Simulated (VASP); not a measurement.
Method: G0W0 on PBE orbitals, VASP's PBE PAW potentials (set 64) (plane waves; VASP 6.6.1).

VASP input:

### POSCAR
```
ZnTe
1
    0.0000000000     3.0500000000     3.0500000000
    3.0500000000     0.0000000000     3.0500000000
    3.0500000000     3.0500000000     0.0000000000
Zn Te
1 1
Direct
  0.0000000000   0.0000000000   0.0000000000
  0.2500000000   0.2500000000   0.2500000000
```

### INCAR
```
LWAVE = .FALSE.
SIGMA = 0.01   # width (eV)
PREC = Normal
NELMGW = 1
LREAL = .FALSE.
NBANDSGW = 21
GGA = PE   # PBE
LASPH = .TRUE.   # aspherical one-centre terms
NOMEGA = 64
LSPECTRALGW = .TRUE.
NBANDS = 120
ENCUTGW = 180
SYSTEM = ZnTe
ISMEAR = 0
ALGO = EVGW0
ENCUT = 500   # plane-wave cut-off (eV)
LCHARG = .FALSE.
```

**KPOINTS**
```
kpoints
0
G
6 6 6
```

POTCAR, in this order: Zn_sv_GW Te_GW (PBE.64 set). Program: vasp_std. Read from the step before: WAVECAR, WAVEDER.

Output

### OSZICAR
```
energies w=
    0.000    0.000    1.328    0.000    2.653    0.000    3.973    0.000
    5.285    0.000    6.587    0.000    7.876    0.000    9.152    0.000
   10.413    0.000   11.659    0.000   12.888    0.000   14.100    0.000
   15.297    0.000   16.478    0.000   17.645    0.000   18.798    0.000
   19.938    0.000   21.067    0.000   22.187    0.000   23.299    0.000
   24.406    0.000   25.508    0.000   26.609    0.000   27.710    0.000
   28.814    0.000   29.924    0.000   31.041    0.000   32.168    0.000
   33.309    0.000   34.467    0.000   35.645    0.000   36.846    0.000
   38.074    0.000   39.334    0.000   40.631    0.000   41.969    0.000
   43.354    0.000   44.793    0.000   46.293    0.000   47.861    0.000
   49.508    0.000   51.243    0.000   53.078    0.000   55.028    0.000
   57.108    0.000   59.338    0.000   61.740    0.000   64.340    0.000
   67.169    0.000   70.267    0.000   73.680    0.000   77.465    0.000
   81.693    0.000   86.454    0.000   91.863    0.000   98.069    0.000
  105.266    0.000  113.720    0.000  123.794    0.000  136.004    0.000
  151.107    0.000  170.259    0.000  195.321    0.000  229.486    0.000
NQ=   1    0.0000    0.0000    0.0000,
 performed        681000 updates of chi_q(r,r)
NQ=   2    0.1667    0.0000    0.0000,
 performed       1705000 updates of chi_q(r,r)
NQ=   3    0.3333    0.0000    0.0000,
 performed       2729000 updates of chi_q(r,r)
NQ=   4    0.5000    0.0000    0.0000,
 performed       3632000 updates of chi_q(r,r)
NQ=   5    0.1667    0.1667    0.0000,
 performed       4656000 updates of chi_q(r,r)
NQ=   6    0.3333    0.1667    0.0000,
 performed       6113000 updates of chi_q(r,r)
NQ=   7    0.5000    0.1667    0.0000,
 performed       7570000 updates of chi_q(r,r)
NQ=   8   -0.3333    0.1667    0.0000,
 performed       9027000 updates of chi_q(r,r)
NQ=   9   -0.1667    0.1667    0.0000,
 performed      10323000 updates of chi_q(r,r)
NQ=  10    0.3333    0.3333    0.0000,
 performed      11347000 updates of chi_q(r,r)
NQ=  11    0.5000    0.3333    0.0000,
 performed      12804000 updates of chi_q(r,r)
NQ=  12   -0.3333    0.3333    0.0000,
 performed      14100000 updates of chi_q(r,r)
NQ=  13    0.5000    0.5000    0.0000,
 performed      14932000 updates of chi_q(r,r)
NQ=  14    0.5000    0.3333    0.1667,
 performed      16540000 updates of chi_q(r,r)
NQ=  15   -0.3333    0.3333    0.1667,
 performed      18068000 updates of chi_q(r,r)
NQ=  16   -0.3333    0.5000    0.1667,
 performed      19369000 updates of chi_q(r,r)
 resolving degeneracies of screened two electron integrals
```

File OUTCAR:
```


 k-point   1 :       0.0000    0.0000    0.0000
  band No.  KS-energies  QP-energies   sigma(KS)   V_xc(KS)     V^pw_x(r,r')   Z            occupation Imag(sigma)

      1    -121.7220    -132.6193     -54.8508     -38.6751     -68.8822       0.6737       2.0000       2.6250
      2     -75.9078     -83.5589     -48.6179     -37.6075     -61.3173       0.6949       2.0000       3.2223
      3     -75.9078     -83.5589     -48.6179     -37.6075     -61.3173       0.6949       2.0000       3.2223
      4     -75.9078     -83.5589     -48.6179     -37.6075     -61.3173       0.6949       2.0000       3.2223
      5      -7.8051      -8.8974     -12.4922     -11.0306     -17.5745       0.7473       2.0000       1.8464
      6      -2.9099      -4.6024     -32.4703     -30.0366     -41.3362       0.6955       2.0000       1.0668
      7      -2.9099      -4.6024     -32.4703     -30.0366     -41.3362       0.6955       2.0000       1.0668
      8      -2.9099      -4.6024     -32.4703     -30.0366     -41.3362       0.6955       2.0000       1.0668
      9      -2.6768      -4.4128     -33.6951     -31.2155     -42.7616       0.7001       2.0000       1.0307
     10      -2.6768      -4.4128     -33.6951     -31.2155     -42.7616       0.7001       2.0000       1.0307
     11       3.9883       3.3056     -13.7483     -12.8855     -15.0063       0.7912       2.0000       0.3178
     12       3.9883       3.3056     -13.7483     -12.8855     -15.0063       0.7912       2.0000       0.3178
     13       3.9883       3.3056     -13.7483     -12.8855     -15.0063       0.7912       2.0000       0.3178
     14       5.2326       5.9455     -10.2528     -11.1392      -7.0344       0.8042       0.0000      -0.3340
     15       8.3878       8.8825      -9.2702      -9.8886      -5.6005       0.7999       0.0000      -0.4813
     16       8.3878       8.8825      -9.2702      -9.8886      -5.6005       0.7999       0.0000      -0.4813
     17       8.3878       8.8825      -9.2702      -9.8886      -5.6005       0.7999       0.0000      -0.4813
     18      11.2904      11.7673      -7.5304      -8.1202      -3.0726       0.8084       0.0000      -0.7070
     19      13.6933      14.3000      -9.3688     -10.1237      -5.0841       0.8036       0.0000      -0.7530
     20      13.6933      14.3000      -9.3688     -10.1237      -5.0841       0.8036       0.0000      -0.7530
     21      14.5902      14.9845      -7.0884      -7.5741      -2.3944       0.8118       0.0000      -0.9214

 k-point   2 :       0.1667    0.0000    0.0000
  band No.  KS-energies  QP-energies   sigma(KS)   V_xc(KS)     V^pw_x(r,r')   Z            occupation Imag(sigma)

      1    -121.7220    -132.6563     -54.8507     -38.6750     -68.8821       0.6760       2.0000       2.6251
      2     -75.9075     -83.6571     -48.6179     -37.6076     -61.3172       0.7039       2.0000       3.2221
      3     -75.9075     -83.6571     -48.6179     -37.6076     -61.3172       0.7039       2.0000       3.2221
      4     -75.9075     -83.6571     -48.6179     -37.6076     -61.3172       0.7039       2.0000       3.2221
      5      -7.6199      -8.6967     -12.5918     -11.1520     -17.6232       0.7479       2.0000       1.8071
      6      -2.8932      -4.5887     -32.5517     -30.1160     -41.4313       0.6961       2.0000       1.0652
      7      -2.8932      -4.5887     -32.5517     -30.1160     -41.4313       0.6961       2.0000       1.0652
      8      -2.8888      -4.5773     -32.1551     -29.7355     -40.9303       0.6978       2.0000       1.0654
      9      -2.6779      -4.4127     -33.6833     -31.2044     -42.7495       0.6998       2.0000       1.0314
     10      -2.6779      -4.4127     -33.6833     -31.2044     -42.7495       0.6998       2.0000       1.0314
     11       2.0306       1.3202     -13.3626     -12.4578     -14.9786       0.7852       2.0000       0.4298
     12       3.7134       3.0103     -13.4925     -12.6022     -14.7804       0.7896       2.0000       0.3318
     13       3.7134       3.0103     -13.4925     -12.6022     -14.7804       0.7896       2.0000       0.3318
     14       6.1640       6.7904     -10.2013     -10.9839      -6.9194       0.8005       0.0000      -0.3679
     15       8.7970       9.3185      -9.3891     -10.0420      -5.6279       0.7987       0.0000      -0.5098
     16       8.7970       9.3185      -9.3891     -10.0420      -5.6279       0.7987       0.0000      -0.5098
     17       8.8813       9.3651      -9.2936      -9.8967      -5.5805       0.8022       0.0000      -0.5100
     18      12.4811      12.9859      -7.6587      -8.2843      -3.0788       0.8069       0.0000      -0.7814
     19      12.6895      13.1617      -8.5490      -9.1347      -4.3704       0.8063       0.0000      -0.7040
     20      12.6895      13.1617      -8.5490      -9.1347      -4.3704       0.8063       0.0000      -0.7040
     21      14.0941      14.5150      -7.2187      -7.7383      -2.6483       0.8101       0.0000      -0.8464

 k-point   3 :       0.3333    0.0000    0.0000
  band No.  KS-energies  QP-energies   sigma(KS)   V_xc(KS)     V^pw_x(r,r')   Z            occupation Imag(sigma)

      1    -121.7220    -132.6222     -54.8508     -38.6751     -68.8822       0.6739       2.0000       2.6253
      2     -75.9077     -83.5799     -48.6176     -37.6076     -61.3169       0.6968       2.0000       3.2219
      3     -75.9077     -83.5799     -48.6176     -37.6076     -61.3169       0.6968       2.0000       3.2219
      4     -75.9077     -83.5799     -48.6176     -37.6076     -61.3169       0.6968       2.0000       3.2219
      5      -7.1908      -8.2301     -12.9347     -11.5457     -17.8687       0.7483       2.0000       1.7113
      6      -2.8651      -4.5654     -32.6876     -30.2480     -41.5887       0.6969       2.0000       1.0619
      7      -2.8651      -4.5654     -32.6876     -30.2480     -41.5887       0.6969       2.0000       1.0619
      8      -2.7575      -4.4434     -31.6554     -29.2692     -40.2502       0.7065       2.0000       1.0568
      9      -2.6756      -4.4117     -33.7029     -31.2253     -42.7783       0.7007       2.0000       1.0334
     10      -2.6756      -4.4117     -33.7029     -31.2253     -42.7783       0.7007       2.0000       1.0334
     11      -0.1248      -1.0878     -13.4170     -12.1761     -16.0024       0.7760       2.0000       0.6830
     12       3.2745       2.5325     -13.1518     -12.2103     -14.5241       0.7880       2.0000       0.3613
     13       3.2745       2.5325     -13.1518     -12.2103     -14.5241       0.7880       2.0000       0.3613
     14       5.9336       6.5028      -9.8870     -10.5969      -6.6212       0.8019       0.0000      -0.3677
     15       9.1098       9.6092      -9.2389      -9.8640      -5.4472       0.7990       0.0000      -0.5299
     16       9.1098       9.6092      -9.2389      -9.8640      -5.4472       0.7990       0.0000      -0.5299
     17      11.0475      11.5813      -8.7817      -9.4466      -4.5124       0.8028       0.0000      -0.6977
     18      12.2475      12.6470      -7.1424      -7.6358      -2.7091       0.8096       0.0000      -0.7392
     19      13.2078      13.7529      -8.7237      -9.4003      -4.3554       0.8057       0.0000      -0.7722
     20      13.2078      13.7529      -8.7237      -9.4003      -4.3554       0.8057       0.0000      -0.7722
     21      16.5980      17.4024      -8.7475      -9.7418      -3.6265       0.8090       0.0000      -1.1333

 k-point   4 :       0.5000    0.0000    0.0000
  band No.  KS-energies  QP-energies   sigma(KS)   V_xc(KS)     V^pw_x(r,r')   Z            occupation Imag(sigma)

      1    -121.7221    -132.5445     -54.8509     -38.6751     -68.8823       0.6690       2.0000       2.6254
      2     -75.9079     -83.4876     -48.6173     -37.6075     -61.3166       0.6885       2.0000       3.2218
      3     -75.9079     -83.4876     -48.6173     -37.6075     -61.3166       0.6885       2.0000       3.2218
      4     -75.9079     -83.4876     -48.6173     -37.6075     -61.3166       0.6885       2.0000       3.2218
      5      -6.9352      -7.9497     -13.2488     -11.8910     -18.1494       0.7472       2.0000       1.6506
      6      -2.8544      -4.5557     -32.7347     -30.2932     -41.6420       0.6968       2.0000       1.0602
      7      -2.8544      -4.5557     -32.7347     -30.2932     -41.6420       0.6968       2.0000       1.0602
      8      -2.6705      -4.4080     -33.7423     -31.2651     -42.8288       0.7014       2.0000       1.0346
      9      -2.6705      -4.4080     -33.7423     -31.2651     -42.8288       0.7014       2.0000       1.0346
     10      -2.5287      -4.2340     -33.1478     -30.7312     -42.0530       0.7057       2.0000       1.0424
     11      -1.1816      -2.2133     -11.5380     -10.2111     -14.0813       0.7775       2.0000       0.8169
     12       3.0898       2.3321     -13.0133     -12.0503     -14.4231       0.7869       2.0000       0.3743
     13       3.0898       2.3321     -13.0133     -12.0503     -14.4231       0.7869       2.0000       0.3743
     14       5.7617       6.3113      -9.9206     -10.6060      -6.7109       0.8019       0.0000      -0.3593
     15       9.0505       9.5161      -9.1128      -9.6944      -5.3745       0.8006       0.0000      -0.5219
     16       9.0505       9.5161      -9.1128      -9.6944      -5.3745       0.8006       0.0000      -0.5219
     17      11.5176      11.7762      -6.9509      -7.2709      -2.6565       0.8083       0.0000      -0.7075
     18      13.5674      14.2167      -8.5831      -9.3890      -3.8301       0.8057       0.0000      -0.9060
     19      15.0092      15.7234      -8.5958      -9.4826      -3.7427       0.8054       0.0000      -0.9535
     20      15.0092      15.7234      -8.5958      -9.4826      -3.7427       0.8054       0.0000      -0.9535
     21      16.0350      17.0105      -9.3419     -10.5460      -4.2612       0.8102       0.0000      -1.1122

 k-point   5 :       0.1667    0.1667    0.0000
  band No.  KS-energies  QP-energies   sigma(KS)   V_xc(KS)     V^pw_x(r,r')   Z            occupation Imag(sigma)

      1    -121.7220    -132.6400     -54.8507     -38.6750     -68.8821       0.6750       2.0000       2.6251
      2     -75.9076     -83.6452     -48.6178     -37.6076     -61.3171       0.7028       2.0000       3.2221
      3     -75.9076     -83.6452     -48.6178     -37.6076     -61.3171       0.7028       2.0000       3.2221
      4     -75.9076     -83.6452     -48.6178     -37.6076     -61.3171       0.7028       2.0000       3.2221
      5      -7.5574      -8.6296     -12.6272     -11.1947     -17.6420       0.7485       2.0000       1.7940
...
```
(Selected blocks of OUTCAR.)

The mesh is coarse and the basis finite, so the quasiparticle values are not converged. VASP warned that its frequency grid is unfit for quasiparticle energies.

The compound is ZnTe in the zinc blende structure. The cell was not relaxed at this level.
